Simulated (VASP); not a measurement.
Input of a VASP 6.6.1 run:

Contents of INCAR:

```
ALGO = Normal ; EDIFF = 1E-6
EDIFFG = -0.005 ; ENCUT = 600
GGA = PE ; IBRION = 2
ISIF = 3 ; ISMEAR = 0
LASPH = True ; LCHARG = False
LREAL = False ; LWAVE = False
NELM = 100 ; NSW = 40
PREC = Accurate ; SIGMA = 0.05
```

File KPOINTS:

```
k-points
0
Gamma
  6 6 4
```

Contents of POSCAR:

```
KBr
1.0
    0.0254444900     -3.2965454400     -3.2933722600
   -0.0065294300      3.2850425500     -3.2818693700
    6.5822389800     -0.0319739200     -0.0189150500
K Br
2 2
Direct
    0.5005134100      0.4962911700      0.4986202800
    0.0026640300      0.0021387700      0.9973612300
    0.5023771000      0.4953025200      0.0023670000
    0.9944454600      0.0062675400      0.5016514900
```

Potentials or basis: VASP PAW PBE potentials, release 64 (K_sv, Br).

The run is started by

```console
$ cat potpaw_PBE.64/K_sv/POTCAR potpaw_PBE.64/Br/POTCAR > POTCAR
$ mpirun -np 1 vasp_std > vasp.out
```

Question: Predict the space group after relaxing (to 0.05 Å).

Answer: Fm-3m (No. 225).

Question: Estimate the relaxed volume.

Answer: 37.74 Å³/atom.

Question: Estimate the relaxed cell.

Answer: a = 4.743 Å, b = 4.745 Å, c = 6.708 Å, α = 89.99°, β = 90.05°, γ = 90.00°.

Final structure:
```yaml
crystal:
  lattice:
    - [-0.00224, -3.35387, -3.35401]
    - [0.00052, 3.35486, -3.35501]
    - [6.70838, 0.00274, 0.00170]
  atoms:
    - { symbol: K, position: [0.49822, 0.50096, 0.50013] }
    - { symbol: K, position: [0.00176, 0.99904, 0.99989] }
    - { symbol: Br, position: [0.50163, 0.49933, 0.00009] }
    - { symbol: Br, position: [0.99839, 0.00067, 0.49988] }
```

PBE usually gives volumes a little too large and moduli too small. Zero-point motion and thermal expansion aren't in these numbers.
